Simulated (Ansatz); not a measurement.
Density of states of a Ta cell (a packing that fell into a crystal (Im-3m at 0.1 Å)), per eV and atom, broadened by Gaussian smearing of width 0.1 eV and averaged over bins of 0.4 eV, from 8 eV under the Fermi level at most up to where the solved bands end.

These are results of Ansatz 0.2.0, DFT PBE, scalar-relativistic, plane waves, PAW, not measurements.

Cutoff 420 eV; k points 6×6×5 on the computed 12-atom cell (Γ-centred); Gaussian smearing, width 0.10 eV; no spin polarisation.

```
Ta
1.0
     5.48912    0.25215    0.41557
     0.25155    5.48505   -0.41911
     0.44054   -0.43816    7.37310
Ta
12
Cartesian
  3.5284 1.8409 5.9762
  0.8992 2.5560 6.9274
  0.6685 0.8737 4.6094
  3.2977 0.1586 3.6582
  4.5074 0.8613 0.6550
  3.3186 3.9614 0.9210
  4.9688 4.2259 5.2910
  4.7381 2.5436 2.9730
  2.1089 3.2586 3.9242
  2.3396 4.9410 6.2422
  0.6894 4.6764 1.8723
  1.8782 1.5764 1.6062
```

```tsv
E − E_F (eV)	total	Ta 5d	Ta 6s	Ta 5p	Ta 5s
-7.75	0.017	0.000	0.015	0.000	0.002
-7.35	0.044	0.000	0.040	0.001	0.003
-6.95	0.071	0.001	0.065	0.002	0.004
-6.55	0.077	0.002	0.069	0.002	0.004
-6.15	0.104	0.005	0.091	0.003	0.004
-5.75	0.141	0.012	0.119	0.004	0.005
-5.35	0.152	0.022	0.121	0.005	0.004
-4.95	0.200	0.042	0.147	0.006	0.004
-4.55	0.329	0.115	0.198	0.009	0.006
-4.15	0.595	0.358	0.217	0.009	0.009
-3.75	0.681	0.444	0.215	0.012	0.007
-3.35	0.755	0.584	0.152	0.012	0.005
-2.95	1.069	0.897	0.145	0.017	0.004
-2.55	0.818	0.719	0.078	0.012	0.003
-2.15	0.484	0.448	0.023	0.007	0.001
-1.75	0.513	0.491	0.007	0.007	0.000
-1.35	2.032	1.962	0.016	0.028	0.000
-0.95	1.396	1.310	0.040	0.017	0.000
-0.55	1.590	1.410	0.094	0.022	0.001
-0.15	1.623	1.363	0.151	0.020	0.003
0.25	1.008	0.876	0.059	0.009	0.001
```

The columns after the total are the largest Löwdin projections on the valence shells of the potentials, so they needn't add up, and the weight of a shell that a potential lacks goes to other orbitals. The cell has no gap on the mesh.

Spin-orbit coupling is left out, which matters for the bands of heavy elements.

Cost: 2 runs of about 9.5 core-minutes in all (earlier runs that led there not counted), on Intel Xeon Processor @ 2.50GHz (Skylake/Cascade Lake) (shared hosts).